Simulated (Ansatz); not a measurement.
Reactions of C$_{2}$H$_{6}$O$_{2}$Si, SMILES `O=C(O)C[SiH3]`.

Computed with Ansatz on PBE0-D4/def2-TZVP structures; ΔE is electronic, products minus reactants. CCSD(T)/CBS adds triple-zeta CCSD(T) − MP2 to the extrapolated MP2 energy (def2 sets, frozen cores). This one scheme is used for every species. Functionals use def2-TZVPP. Open shells (•) are unrestricted, without spin–orbit coupling. Each species was taken in one conformer, which may not be the lowest.

```json
{"reaction": "`O=C(O)C[SiH3]` + `NCCO` → `OCCN[SiH3]` + `CC(=O)O`", "CCSD(T)/CBS(def2) (kJ/mol)": "-52"}
{"reaction": "`O=C(O)C[SiH3]` + `C=C` → `C=CC(=O)O` + `C[SiH3]`", "CCSD(T)/CBS(def2) (kJ/mol)": "?"}
{"reaction": "`O=C(O)C[SiH3]` + H₂S → `O=C(O)CS` + SiH₄", "CCSD(T)/CBS(def2) (kJ/mol)": "54"}
{"reaction": "`O=C(O)C[SiH3]` + `COB(O)O` → `COB(O)O[SiH3]` + `CC(=O)O`", "CCSD(T)/CBS(def2) (kJ/mol)": "-84"}
{"reaction": "`O=C(O)C[SiH3]` → `C1OC[SiH2]O1`", "CCSD(T)/CBS(def2) (kJ/mol)": "8"}
{"reaction": "`O=C(O)C[SiH3]` → `O=[C]O`• + `[CH2][SiH3]`•", "CCSD(T)/CBS(def2) (kJ/mol)": "409"}
{"reaction": "`O=C(O)C[SiH3]` + H₂ → `O=CC[SiH3]` + H₂O", "CCSD(T)/CBS(def2) (kJ/mol)": "7"}
{"reaction": "`O=C(O)C[SiH3]` + `NC[SiH2]S` → `NC[SiH2]S[SiH3]` + `CC(=O)O`", "CCSD(T)/CBS(def2) (kJ/mol)": "?"}
{"reaction": "`O=C(O)C[SiH3]` → `[SiH3]OC1CO1`", "CCSD(T)/CBS(def2) (kJ/mol)": "?"}
{"reaction": "`O=C(O)C[SiH3]` → `CC(=O)O` + `[SiH2]`", "CCSD(T)/CBS(def2) (kJ/mol)": "229"}
```

(1) Fill in the missing values. (Best estimate.)

Largest T1 diagnostic: 0.022, for `O=[C]O`•.

Answers

(1) Ansatz gave: `O=C(O)C[SiH3]` + `C=C` → `C=CC(=O)O` + `C[SiH3]`: -15.7 kJ/mol; `O=C(O)C[SiH3]` + `NC[SiH2]S` → `NC[SiH2]S[SiH3]` + `CC(=O)O`: -70.2 kJ/mol; `O=C(O)C[SiH3]` → `[SiH3]OC1CO1`: +95.7 kJ/mol.
